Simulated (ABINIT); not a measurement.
SnTe, 2 atoms in the cell. It takes space group Fm-3m (No. 225, cubic). Conventional cell: a = 6.302 Å, b = 6.302 Å, c = 6.302 Å, α = 90.00°, β = 90.00°, γ = 90.00°. Te (site symmetry m-3m) has 6 Sn at 3.15 Å as nearest neighbours. Sn (site symmetry m-3m) has 6 Te at 3.15 Å as nearest neighbours. 

| Property | Result |
| --- | --- |
| Program | ABINIT 10.8.3 (patched build) |
| Task | band structure |
| Functional | TB-mBJ |
| Potentials or basis | JTH PAW LDA v2.0 |
| Cutoff | 707 eV |
| k mesh | 7 × 7 × 7 |
| Occupations | fermi-dirac, width 0.05 eV |
| Spin | no spin polarisation |
| Fine-grid cutoff | 1306.15 eV |

Potentials or basis: JTH PAW LDA v2.0.

Launch:

```sh
$ abinit run.abi > log 2>&1
```

Hardware: 1 thread of AMD EPYC 9R45 96-Core Processor (Zen 5), with other jobs on the host.

Task: Estimate the wall time of this run.

Result: Wall time 5.9 min on 1 thread of AMD EPYC 9R45 96-Core Processor (Zen 5), with other jobs on the host, peak memory 0.24 GiB. Counts: scf iterations 30, mpi ranks 1, k points 20, bands 14, plane waves 2698.
